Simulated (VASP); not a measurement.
H14CO8: single point with PBE

Crystal: H14CO8.

```
O H C
1.0
     6.02490    0.00000    0.00000
     0.00000    6.02490    0.00000
     0.00000    0.00000    6.02490
O H C
8 14 1
Direct
  0.16568 0.53485 0.87338
  0.26372 0.91218 0.27984
  0.75311 0.64459 0.65978
  0.06020 0.33823 0.26581
  0.89042 0.22576 0.65626
  0.43735 0.91927 0.65183
  0.63563 0.62828 0.05326
  0.84121 0.93917 0.01547
  0.22238 0.38495 0.87036
  0.00604 0.52743 0.81849
  0.20158 0.05535 0.23657
  0.25698 0.82526 0.14606
  0.62091 0.73752 0.62816
  0.74707 0.50451 0.58084
  0.10480 0.48389 0.22412
  0.93029 0.33298 0.17790
  0.88015 0.10367 0.76059
  0.99109 0.15599 0.53895
  0.38328 0.90063 0.49681
  0.33959 0.80496 0.71004
  0.67784 0.62884 0.87439
  0.74927 0.80700 0.31000
  0.73724 0.79995 0.12405
```

The cell was built by a generator and needn't be a form met in nature.

* Program: VASP 6.6.1
* Task: single point
* Functional: PBE
* Potentials or basis: VASP PAW PBE potentials, release 64 (O, H, C)
* Cutoff: 520 eV
* k mesh: 1 × 1 × 1
* Occupations: fermi-dirac, width 0.02 eV
* Spin: no spin polarisation
* Dipole correction: no
* Further INCAR settings: LREAL = Auto; ALGO = Normal; EDIFF = 1e-06; NBANDS = 50

The pressure is 4.1 GPa. The largest force is 2.642 eV/Å. The band gap on the k mesh is 4.77 eV, direct.

Forces on the atoms (eV/Å):
```
O   -1.102  1.138 -0.247
O   -0.308  0.086 -0.455
O    0.607 -0.249  0.120
O    0.533 -0.750  0.820
O    1.398 -1.231 -1.592
O   -0.009 -0.594  0.128
O   -0.585 -0.944 -1.312
O   -0.135  0.237 -0.179
H   -0.106 -0.305 -0.177
H    1.848 -0.151  0.141
H   -0.159  0.504  0.139
H    0.041 -0.559 -0.476
H   -0.451  1.087 -0.348
H    0.020 -0.730 -0.054
H    1.083  1.067 -0.155
H   -1.543 -0.804 -0.780
H   -0.582 -0.358  0.729
H   -1.184  1.356  1.114
H    0.160  0.840 -0.560
H   -0.540 -0.319  1.088
H   -0.179 -0.618  0.323
H   -0.292  0.028 -0.043
C    1.487  1.270  1.777
```

Stress tensor (GPa, compression positive):
```
 2.78  1.32  1.61
 1.32  3.53 -0.60
 1.61 -0.60  6.05
```

Levels at points of the mesh, in eV from the valence-band top:
```tsv
k point	band 30	band 31	band 32	band 33	band 34	band 35	band 36	band 37
(0.00, 0.00, 0.00)	-0.86	-0.56	-0.31	0.00	4.77	5.36	7.96	8.21
```

Run time: 32 s on 1 thread of Intel(R) Xeon(R) Platinum 8488C (Sapphire Rapids), with other jobs on the host, peak memory 0.3 GiB.

Caveat: the standard files for N, O and F lose accuracy on very short bonds. A hybrid or GW would open this gap; PBE tends to underestimate it.
